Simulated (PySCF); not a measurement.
An unknown gives this computed stick spectrum. Theory: TDDFT CAM-B3LYP/def2-SVPD, vertical, gas phase, core orbitals frozen in the response in PySCF. Geometries: GFN2-xTB, one conformer each.

```tsv
state	λ (nm)	f
S1	218.9	0.0044
S2	212.5	0.012
S3	183.4	0.010
S4	181.2	0.019
S5	179.7	0.019
S6	171.0	0.0018
S7	161.9	0.0020
S8	158.1	0.059
```

Orbital energies (eV): HOMO-3 -10.95, HOMO-2 -10.48, HOMO-1 -10.17, HOMO -7.69, LUMO 1.16, LUMO+1 1.22, LUMO+2 1.70.

Question: Which candidate is it?
A. `Cl[SiH2]N1CCCC1`
B. `Nc1ccccc1`
C. `C=C1CC[C@H]1/C=N\C`
D. `C=NC1=CCCCC1`
E. `C1[C@@H](C)[C@@]21C[C@H]2N=C`

Answer: A. Its S1, at 5.66 eV, is the highest among the candidates; the nearest of the others has S1 at 5.01 eV. S1 is HOMO→LUMO+1 (90%). Löwdin shares by element: HOMO nitrogen 52%, carbon 18% or more, silicon 8% (atoms not listed hold the other 22%); LUMO carbon 24% or more, silicon 22% (atoms not listed hold the other 54%). At the same level the other candidates give, for their lowest levels:
- `C=C1CC[C@H]1/C=N\C`: 258 nm (f 0.003); 189 nm (f 0.097); 183 nm (f 0.046); 182 nm (f 0.021); 175 nm (f 0.156); T1 4.07 eV; HOMO -8.12, LUMO 0.81 eV
- `C=NC1=CCCCC1`: 288 nm (f 0.054); 218 nm (f 0.121); 195 nm (f 0.003); 185 nm (f 0.110); 174 nm (f 0.029); T1 3.26 eV; HOMO -7.66, LUMO 0.27 eV
- `C=N[C@@H]1C[C@@]12C[C@H]2C`: 248 nm (f 0.002); 187 nm (f 0.344); 169 nm (f 0.030); 168 nm (f 0.024); 167 nm (f 0.017); T1 4.20 eV; HOMO -8.59, LUMO 0.84 eV
- `Nc1ccccc1`: 251 nm (f 0.039); 222 nm (f 0.044); 215 nm (f 0.108); 192 nm (f 0.000); 192 nm (f 0.002); T1 3.96 eV; HOMO -7.12, LUMO 1.00 eV
Triplets come from the Tamm–Dancoff approximation.
